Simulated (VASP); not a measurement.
PbSe (Clausthalite):

```
Pb Se
1.0
     0.00000    3.05199    3.05199
     3.05199    0.00000    3.05199
     3.05199    3.05199    0.00000
Pb Se
1 1
Direct
  0.00000 0.00000 0.00000
  0.50000 0.50000 0.50000
```

Base run:

* Program: VASP 6.6.1
* Functional: TB-mBJ
* Potentials or basis: VASP PAW PBE potentials, release 64 (Pb_d, Se)
* Cutoff: 520 eV
* k mesh: 8 × 8 × 8
* Occupations: gaussian, width 0.03 eV
* Spin: no spin polarisation

Its results: band gap on the k mesh 0.83 eV, direct.

Problem. The run is repeated on the same cell with these changes: functional from TB-mBJ to PBE; further incar settings from ALGO = Normal; EDIFF = 1e-06 to ALGO = Normal; EDIFF = 1e-06; NBANDS = 58. What comes out?

Solution. Band gap on the k mesh 0.26 eV, direct.

Caveats: spin-orbit coupling is left out, which as a rule narrows the gap of such compounds by several tenths of an eV.
